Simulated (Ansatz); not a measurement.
## Nudged elastic band run: Si8NO14, charge +2

Input:

```yaml
crystal:
  lattice:
    - [-5.657871, -5.26572, 0.0]
    - [4.538129, -5.26572, 0.0]
    - [2.099624, 2.275852, 6.23316]
  atoms:
    - { symbol: Si, position: [0.69903515, 0.56514321, 0.19957404] }
    - { symbol: Si, position: [0.93370793, 0.3579316, 0.58835584] }
    - { symbol: Si, position: [1.00174012, 0.38823222, 0.0610807] }
    - { symbol: Si, position: [0.28680643, 0.45317707, 0.48858009] }
    - { symbol: O, position: [0.75249395, 0.81664941, 0.24553173] }
    - { symbol: O, position: [0.87962934, 0.13071985, 0.52031617] }
    - { symbol: O, position: [0.80028555, 0.4416699, 0.07689876] }
    - { symbol: O, position: [0.16782185, 0.5251683, 0.24192947], spin: 0.07 }
    - { symbol: O, position: [0.08104113, 0.16349424, 0.11289345] }
    - { symbol: O, position: [0.74532368, 0.48105578, 0.42554648] }
    - { symbol: O, position: [0.12843183, 0.40491027, 0.57035431] }
    - { symbol: O, position: [0.96436322, 0.42705317, 0.82270902] }
    - { symbol: Si, position: [0.29041769, 0.09145845, 0.28721572] }
    - { symbol: Si, position: [0.47569835, 0.82587694, 0.61475992] }
    - { symbol: Si, position: [0.50786209, 0.85787074, 0.04207908] }
    - { symbol: Si, position: [0.71634579, 0.97379473, 0.4279243] }
    - { symbol: O, position: [0.40215009, 0.25435527, 0.47504471], spin: 0.09 }
    - { symbol: O, position: [0.45058043, 0.60180319, 0.63823863] }
    - { symbol: "N", position: [0.47668829, 0.02294663, 0.21697914], spin: 0.28 }
    - { symbol: O, position: [0.47142406, 0.62797323, 0.04732815] }
    - { symbol: O, position: [0.28263631, 0.89985836, 0.40636967], spin: 0.1 }
    - { symbol: O, position: [0.67766769, 0.8652034, 0.60251368] }
    - { symbol: O, position: [0.48215683, 0.94609213, 0.82629444] }
magnetization:
  spin_polarized: true
total_charge: 2
basis:
  ecutwfc: 420.0
kpoints:
  mp_grid: { grid: [2, 2, 2] }
hamiltonian:
  xc: pbesol
  pseudopotentials: { kind: paw, azcp: { folder: soft_1 } }
scf:
  occupations: { method: fermi_dirac, width: 0.02 }
  lower_state_search: "off"
neb:
  images: 5
  f_tol: 0.05
  initial_path: idpp
  max_iterations: 34
  final_atoms:
    - { symbol: Si, position: [0.7174314, 0.57723833, 0.2246881] }
    - { symbol: Si, position: [0.97877233, 0.34566594, 0.60532836] }
    - { symbol: Si, position: [0.96206144, 0.42257755, 0.04225647] }
    - { symbol: Si, position: [0.28417437, 0.45324557, 0.44810172] }
    - { symbol: O, position: [0.82029942, 0.78630537, 0.34935575] }
    - { symbol: O, position: [0.95598166, 0.10697139, 0.59850153] }
    - { symbol: O, position: [0.75763025, 0.51431131, 0.02252198] }
    - { symbol: O, position: [0.12764923, 0.55262894, 0.23037171] }
    - { symbol: O, position: [-0.00501884, 0.19770766, 0.12316632] }
    - { symbol: O, position: [0.78331333, 0.41641745, 0.40137781] }
    - { symbol: O, position: [0.17659822, 0.39788914, 0.59535954] }
    - { symbol: O, position: [0.97869338, 0.438171, 0.82105392] }
    - { symbol: Si, position: [0.20661328, 0.09294417, 0.24146368] }
    - { symbol: Si, position: [0.44912939, 0.83667934, 0.59434366] }
    - { symbol: Si, position: [0.39403337, 0.82412685, -0.00420009] }
    - { symbol: Si, position: [0.80574208, 0.94131808, 0.51578991] }
    - { symbol: O, position: [0.36689972, 0.257544, 0.37318657] }
    - { symbol: O, position: [0.45540903, 0.60566118, 0.57578841] }
    - { symbol: "N", position: [0.23883276, -0.04696725, 0.04982296] }
    - { symbol: O, position: [0.48440282, 0.63488854, 0.12458346] }
    - { symbol: O, position: [0.24725337, 0.92706253, 0.41592548] }
    - { symbol: O, position: [0.64119447, 0.92655188, 0.58859945] }
    - { symbol: O, position: [0.45871845, 0.90100524, 0.82921346] }
  order_check: true
```

Command:

```bash
$ ansatz run input.yaml --threads 2 --pin off --max-ram 5120MiB --backend cpu --events-out ev --progress --plain --runs-dir out
```

Output, in part (warnings, iteration lines):

```
NEB end point (image 0): max|allowed force component| = 2.589e-2 eV/Å (the criterion of neb.relax_end_points is 1.000e-2)
NEB end point (image 6): max|allowed force component| = 2.311e-2 eV/Å (the criterion of neb.relax_end_points is 1.000e-2)
NEB iter   1: max|band force component| = 1.388e0 eV/Å  barrier→ = 1.8372 eV  barrier← = 0.3453 eV  Δτ_max = 0.0596 Å  (126 SCF iters)
NEB iter   2: max|band force component| = 9.277e-1 eV/Å  barrier→ = 1.6990 eV  barrier← = 0.2071 eV  Δτ_max = 0.2000 Å  (48 SCF iters)
NEB iter   3: max|band force component| = 9.533e-1 eV/Å  barrier→ = 1.5809 eV  barrier← = 0.0889 eV  Δτ_max = 0.0585 Å  (57 SCF iters)
NEB iter   4: max|band force component| = 1.033e0 eV/Å  barrier→ = 1.5696 eV  barrier← = 0.0777 eV  Δτ_max = 0.0295 Å  (50 SCF iters)
NEB iter   5: max|band force component| = 5.153e-1 eV/Å  barrier→ = 1.5573 eV  barrier← = 0.0653 eV  Δτ_max = 0.0295 Å  (48 SCF iters)
NEB iter   6: max|band force component| = 2.855e-1 eV/Å  barrier→ = 1.5493 eV  barrier← = 0.0573 eV  CI = image 4  Δτ_max = 0.0295 Å  (47 SCF iters)
NEB iter   7: max|band force component| = 1.353e-1 eV/Å  barrier→ = 1.5460 eV  barrier← = 0.0541 eV  CI = image 4  Δτ_max = 0.0293 Å  (48 SCF iters)
NEB iter   8: max|band force component| = 1.304e-1 eV/Å  barrier→ = 1.5424 eV  barrier← = 0.0504 eV  CI = image 4  Δτ_max = 0.0293 Å  (43 SCF iters)
[... lines left out ...]
```

It converged. By the program's own check the climbing image is a first-order saddle point (lowest curvatures found: -0.43 and 0.23 eV/Å²). Limits of this set-up: coarse k mesh, PAW files made for another functional, charged cell in a uniform background, uncorrected.

Final band (atoms are numbered from 1 in the order of the input):

```tsv
image	path coordinate (Å)	energy (eV)	O5–Si15 (Å)	Si15–Si16 (Å)	Si16–N19 (Å)
0	0.00	0.00	1.81	2.55	1.81
1	0.70	0.14	1.80	2.57	1.85
2	1.40	0.90	1.84	2.71	2.28
3	2.09	1.42	1.92	2.95	3.10
4	2.80	1.52	2.46	3.34	3.62
5	3.27	1.50	2.84	3.54	3.88
6	3.74	1.49	3.13	3.68	3.74
```

Time of the run: 33 min on 2 threads of Intel(R) Xeon(R) Platinum 8559C (Emerald Rapids), on a shared host, peak memory 2.3 GiB.
